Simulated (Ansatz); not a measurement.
# Sn (P-1) in Ansatz: a series of runs, part 2 of 2

Ansatz 0.2.0. Earlier steps stand in the parts before.

### Step 3. Single point, PBE (cell sheared at random, sigma 0.01, atoms nudged by 0.01 Å)

input.yaml reads:

```yaml
crystal:
  lattice:
    - [-1.89113827, 1.89779276, 1.87320021]
    - [1.8971113, -1.92153722, 1.90291771]
    - [1.88324499, 1.91364394, -1.89694467]
  atoms:
    - { symbol: Sn, position: [0.0, 0.0, 0.0] }
hamiltonian:
  xc: pbe
  pseudopotentials: { kind: paw }
kpoints:
  mp_grid: { grid: [10, 10, 10] }
scf:
  occupations: { method: gaussian, width: 0.027 }
output:
  forces: true
  stress: true
  eigenvalues: true
  write_density: true
  write_potential: true
  elf: true
  volumetric_format: npy
```

Potentials or basis: Ansatz PAW.

Launch:

```
ansatz run input.yaml --threads 2 --pin off --max-ram 5632MiB --backend cpu --events-out ev --progress --plain --runs-dir out
```

What it wrote:

```text
Warning: RAYON_NUM_THREADS=2 ignored (pool sized by the plan → 2); use --threads N
Engine: ansatz 0.2.0, x86_64-unknown-linux-gnu
Pseudopotentials: kind: paw
Pseudopotential: Sn, paw, valence charge 14, recommended cutoff 420 eV (normal), Sn.paw.azcp
Functional definition: PBE
  parameter kappa = 0.804
  parameter beta = 0.06672455060314922
  exchange = pbe_x(kappa = kappa, mu = beta*pi^2/3)
  correlation = pbe_c(beta = beta)
Crystal: 1 atoms, lattice volume = 27.203 Å³
Basis set: ecut = 420 eV, 543 PW (Γ), exchange–correlation on 48×48×48 points (8 copies of the dense FFT grid, shifted against one another)
Bands: 11, of which v1, the nominal top of the filled ones, is band 7 counted from 1 (6 counted from 0)
Symmetry: 2 space group operations
Space group: P-1 (ITA 2), of the structure as read, at distance tolerance 3.0e-5 Å
k-points: 504 of 1000
Non-local potential: Sn, projectors of the file, l = 0: 2, l = 1: 2, l = 2: 2, l = 3: 2
PAW form: soft (Blöchl's): semilocal exchange-correlation on the pseudo side does not see the compensation charge
PAW one-centre angular grid: Sn, 590 points (default); XC on 64 Gauss nodes
Initial density: superposition of atomic densities (neutral atoms: chi_scale 0, normalization atom), corrected by the library's trained network
Initial wavefunctions: pseudopotential atomic-orbital guess
Functional: x = pbe(κ = 0.804, μ = 0.2195149727645171), c = pbe(β = 0.06672455060314922)
SCF iter   1: F=—  HF=-6024.125513 eV  |F-HF|=—  |Δ(HF+E_count)|=         —  Δρ=6.00e-4  dr2=3.47e-5  ethr=1.77e-3  ⟨swp⟩=5.9  Hψ=32928  notcnv=0
preconditioner: auto → Kerker (q_TF=auto, 2.442 Å⁻¹)  [metal: Δε(μ)=0.009 eV  Ē_g=23.224 eV  σ=0.027 eV  W_gap=0.17  n_scr=12 (ndim 8)  ℏωp=26.6 eV  f_vac=0.000  D(μ)=0.82/eV (n_scr^D=4)]
SCF iter   2: F=—  HF=-6024.124937 eV  |F-HF|=—  |Δ(HF+E_count)|=   5.76e-4  Δρ=3.44e-4  dr2=2.52e-5  ethr=2.48e-7  ⟨swp⟩=2.8  Hψ=14514  notcnv=0
SCF iter   3: F=—  HF=-6024.124943 eV  |F-HF|=—  |Δ(HF+E_count)|=   5.32e-6  Δρ=2.29e-4  dr2=1.06e-5  ethr=1.80e-7  ⟨swp⟩=2.0  Hψ=8766  notcnv=0
SCF iter   4: F=—  HF=-6024.124950 eV  |F-HF|=—  |Δ(HF+E_count)|=   7.56e-6  Δρ=7.40e-5  dr2=7.64e-7  ethr=7.57e-8  ⟨swp⟩=2.0  Hψ=8678  notcnv=0
iter 5 did not close the SCF: its close was put off for the readings that it lacked (scf_convergence_deferred on its scf_iter line)
SCF iter   5: F=-6024.124950 eV  HF=-6024.124950 eV  |F-HF|=5.38e-8  |Δ(HF+E_count)|=   3.04e-7  Δρ=1.12e-5  dr2=2.86e-8  ethr=5.46e-9  ⟨swp⟩=2.2  Hψ=8916  notcnv=0
SCF iter   6: F=-6024.124950 eV  HF=-6024.124950 eV  |F-HF|=1.56e-9  |Δ(HF+E_count)|=   2.67e-8  Δρ=2.30e-6  dr2=1.57e-9  ethr=2.04e-10  ⟨swp⟩=5.6  Hψ=29388  notcnv=0
SCF 1 converged in 6 iterations: F = -6024.124950 eV  dr2 = 1.57e-9
SCF converged after 6 iterations
Free energy (F): -6024.124950 eV
Harris-Foulkes:  -6024.124950 eV  (|F-HF|=1.56e-9)
Internal energy: -6024.124649 eV  (E = F + TS)
E sigma→0 (E₀):  -6024.124799 eV
Entropy (-TS):   -0.000301 eV (-0.301 meV/atom)
Fermi energy:    10.813871 eV
--- Per-component energies (eV) ---
  E_band       = -81.172829
  E_kinetic    = 185.940890
  E_local      = -823.540111  (includes V_loc(G=0)·N_el)
  E_nonlocal   = -32.664788
  E_hartree    = 519.207489
  E_xc         = -382.823491
  E_vxc        = -96.243634  (∫ρ·V_xc dr)
  E_paw        = -4134.961530  (= ΣΔE_a)
  E_vpaw       = -353.078676  (= ΣTr[D̂ρ^β])
  E_aug_tail   = -0.000000  (compensation charges beyond the density's cutoff)
  E_ewald      = -1355.283108
  E_smearing   = -0.000301  (= −TS)
  E_closure    = -0.000000  (closes the sum)
  Σ components = -6024.124950   (vs F -6024.124950, Δ=0.00e0)
--- Forces (eV/Å), atoms counted from 1 ---
  atom   1  Sn     0.00000000     0.00000000     0.00000000
  max |Σ_I F_I| component: 0.00e0 eV/Å
--- Stress (GPa, compression-positive) ---
        0.333823      -0.245331       0.038583
       -0.245331       0.923542       0.060639
        0.038583       0.060639       0.445403
  P = ⅓ Tr σ = 0.5676 GPa (5.676 kbar)
--- Band table (eV; the first three rows and the last of 504) ---
  k-point 0: bands = ["-10.7309", "-10.7256", "-10.7168", "-10.5891", "-10.5844", "-0.2327", "18.6655", "18.8353", "18.9193", "22.8469", "22.9766"]
  k-point 1: bands = ["-10.7288", "-10.7166", "-10.7048", "-10.5934", "-10.5859", "-0.0146", "17.0947", "18.0089", "18.5271", "21.3537", "21.7794"]
  k-point 2: bands = ["-10.7379", "-10.7041", "-10.6504", "-10.6035", "-10.5885", "0.6409", "13.9484", "16.6506", "17.8291", "20.1680", "20.6402"]
  k-point 503: bands = ["-10.7459", "-10.7429", "-10.5302", "-10.5219", "-10.5184", "8.3730", "10.2457", "10.4096", "10.4648", "14.6445", "14.7216"]
```

v_z.tsv:

```text
# z_ang	v_es[eV]	v_tot[eV]
# format = ansatz-planar-average/11
# xc	pbe
# density_cutoff_ev	1680
# datasets	Sn=:simpson_from_first_knot:soft
# lattice	-1.891138270	1.897792760	1.873200210
# lattice	1.897111300	-1.921537220	1.902917710
# lattice	1.883244990	1.913643940	-1.896944670
# sites	1
# site	50	0.000000000	0.000000000	0.000000000
0.000000	8.569904e0	-5.142708e0
0.136975	8.347066e0	-5.212376e0
0.273951	7.761813e0	-5.360782e0
0.410926	7.037221e0	-5.425153e0
0.547901	6.463110e0	-5.202237e0
0.684876	6.304055e0	-4.526602e0
[... 16 lines left out ...]
3.013456	7.761813e0	-5.360782e0
3.150432	8.347066e0	-5.212376e0
```

It took 8.2 s on 2 threads of Intel Xeon at 2.70GHz, shared host; peak memory 0.46 GiB.

What came out:

| Quantity | Value |
| --- | --- |
| Free energy | -6024.1249 eV |
| Pressure | 0.6 GPa |
| Band gap on the k mesh | none (metal or under the smearing width) |

### Step 4. Single point, PBE (cell sheared at random, sigma 0.01, atoms nudged by 0.01 Å)

Changes to input.yaml since step 3:

```diff
@@ -13,3 +13,3 @@
 scf:
-  occupations: { method: gaussian, width: 0.027 }
+  occupations: { method: gaussian, width: 0.028 }
 output:
@@ -18,5 +18 @@
   eigenvalues: true
-  write_density: true
-  write_potential: true
-  elf: true
-  volumetric_format: npy
```

Launch:

```
ansatz run input.yaml --threads 2 --pin off --max-ram 5632MiB --backend cpu --events-out ev --progress --plain --runs-dir out
```

Run time: 5.9 s. Hardware: 2 threads of Intel Xeon at 2.70GHz, shared host; peak memory 0.45 GiB.

Results (log left out):

```
Free energy            : -6024.1250 eV
Pressure               : 0.6 GPa
Band gap on the k mesh : none (metal or under the smearing width)
```

Stress tensor (GPa, compression positive):
```
 0.34 -0.24  0.04
-0.24  0.92  0.06
 0.04  0.06  0.44
```

Levels at points of the mesh, in eV from the Fermi level:
```csv
k point,band 5,band 6,band 7,band 8,band 9,band 10
"(0.00, 0.00, 0.00)",-21.40,-11.05,7.85,8.02,8.11,12.03
"(0.00, 0.00, -0.50)",-21.32,-6.37,-4.38,3.64,5.54,7.93
"(0.00, -0.50, 0.00)",-21.32,-6.36,-4.37,3.59,5.39,7.89
"(0.00, -0.50, -0.50)",-21.32,-6.49,-4.42,3.76,5.56,8.11
"(-0.50, 0.00, 0.00)",-21.31,-6.29,-4.36,3.57,5.48,7.91
"(-0.50, 0.00, -0.50)",-21.31,-6.31,-4.36,3.53,5.38,7.79
"(-0.50, -0.50, 0.00)",-21.32,-6.43,-4.40,3.71,5.55,8.03
"(-0.50, -0.50, -0.50)",-21.33,-2.44,-0.57,-0.40,-0.35,3.83
```

### Step 5. Summary

```csv
task,level,cell,smearing,gap on the mesh (eV),pressure (GPa)
relaxation of cell and atoms,BLYP+D4,"relaxed from: cell sheared at random, sigma 0.01, atoms nudged by 0.01 Å",fermi-dirac 0.05 eV,none,0.0
single point,PBE,"cell sheared at random, sigma 0.01, atoms nudged by 0.01 Å",gaussian 0.027 eV,none,0.6
single point,PBE,"cell sheared at random, sigma 0.01, atoms nudged by 0.01 Å",gaussian 0.028 eV,none,0.6
```

Alike in all rows: potentials or basis Ansatz PAW; no spin polarisation; k mesh 10 × 10 × 10; cutoff (eV) 420.

Caveats: the plane-wave basis is chosen anew once the cell has moved, so the energies of steps on either side of that aren't comparable (some runs); pairwise dispersion overbinds metals, which lowers pressure and volume (some runs); the PAW data sets come from PBE, with cores solved anew for the run's functional, which leaves a small shift of forces and pressure (some runs).

Absolute energies hang on the potentials; compare differences alone.
